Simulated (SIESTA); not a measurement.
Write an ASE script for SIESTA 5.4.2 that does the following.

| Property | Result |
| --- | --- |
| Task | relaxation of cell and atoms |
| Functional | PBE |
| Dispersion | D4 |
| Potentials or basis | PseudoDojo 0.4 standard (PBE files) |
| Basis | DZP (energy shift 0.003 Ry; two zetas on semicore shells) |
| Grid cutoff | 800 Ry |
| Energy shift | 0.003 Ry |
| k mesh | 9 × 9 × 9 |
| Occupations | fermi-dirac, width 0.05 eV |
| Spin | no spin polarisation |
| force tolerance | 0.01 eV/Å |
| Dispersion by | outside library |

MgS (Niningerite):

```xyz
2
Lattice="0.0000 2.6016 2.6016 2.6016 0.0000 2.6016 2.6016 2.6016 0.0000" Properties=species:S:1:pos:R:3 pbc="T T T"
S     2.6016    2.6016    2.6016
Mg    0.0000    0.0000    0.0000
```

These files were run (other wordings do the same):

run.py

```python
from ase import Atoms
from ase.calculators.siesta import Siesta
from ase.units import Ry, GPa
from ase.calculators.mixing import SumCalculator
from dftd4.ase import DFTD4
from ase.optimize import LBFGS
from ase.filters import FrechetCellFilter

atoms = Atoms(
    ['S', 'Mg'],
    cell=[
        [0.0, 2.60165, 2.60165],
        [2.60165, 0.0, 2.60165],
        [2.60165, 2.60165, 0.0],
    ],
    scaled_positions=[
        [0.5, 0.5, 0.5],
        [0.0, 0.0, 0.0],
    ],
    pbc=True,
)

fdf = {
    'SCFMustConverge': False,
    'OccupationFunction': 'FD',
    'ElectronicTemperature': '0.05 eV',
    'MaxSCFIterations': '120',
    'SCF.Mixer.Method': 'Pulay',
    'SCF.Mixer.Weight': '0.25',
    'SCF.Mixer.History': '8',
    'SCF.DM.Tolerance': '5.0e-05',
    'SCF.H.Tolerance': '1.0e-03 eV',
    'WriteForces': 'true',
    'Charge.Mulliken': 'end',
    'PAO.Basis': ['Mg.2 4', 'n=2 0 2', '  2.604 0.000', 'n=3 0 2', '  8.245 0.000', 'n=2 1 2', '  2.943 0.000', 'n=3 1 1', '  8.245'],
}
calc = Siesta(
    label="MgS",
    command="siesta < PREFIX.fdf > PREFIX.out",
    pseudo_path="pseudos",
    pseudo_qualifier="",
    xc=('GGA', 'PBE'),
    basis_set="DZP",
    mesh_cutoff=800 * Ry,
    energy_shift=0.003 * Ry,
    kpts=[9, 9, 9],
    spin="non-polarized",
    fdf_arguments=fdf,
)
disp = DFTD4(method="PBE")
atoms.calc = SumCalculator([calc, disp])

opt = LBFGS(FrechetCellFilter(atoms), trajectory="relax.traj")
converged = opt.run(fmax=0.01, steps=40)
print("converged:", converged)
print("cell (A):", atoms.cell.cellpar().round(5))
print("scaled positions:")
print(atoms.get_scaled_positions().round(6))
print(f"energy = {atoms.get_potential_energy():.6f} eV")
free = (calc.get_potential_energy(atoms, force_consistent=True) + disp.get_potential_energy(atoms))
print(f"free energy = {free:.6f} eV")
print("forces (eV/A):")
print(atoms.get_forces(apply_constraint=False).round(6))
print("stress (GPa, Voigt order, tension positive):", (atoms.get_stress() / GPa).round(4))
```

Potentials or basis: PseudoDojo 0.4 standard (PBE files), DZP (energy shift 0.003 Ry; two zetas on semicore shells).

Launch:

```console
$ python run.py
```

It gave:

```json
{"Relaxed volume": "17.80 Å³/atom", "Relaxed cell": "a = 3.692 Å, b = 3.692 Å, c = 3.692 Å, α = 60.00°, β = 60.00°, γ = 60.00°", "Space group after relaxing (to 0.05 Å)": "Fm-3m (No. 225)", "Energy gained by relaxing": "0.4 meV/atom", "Ionic steps": "3", "Pressure after relaxing": "0.0 GPa", "Band gap on the k mesh": "2.83 eV, indirect (least direct gap 3.69 eV)", "Dispersion energy per atom": "-0.287 eV"}
```

Caveat: an odd mesh through Γ misses points on the zone boundary, where band edges often lie; the basis of atomic orbitals isn't converged, which shifts pressures, moduli and gaps.

Run time: 45 s on 1 thread of Intel(R) Xeon(R) 6975P-C (Granite Rapids), with other jobs on the host, peak memory 0.27 GiB.
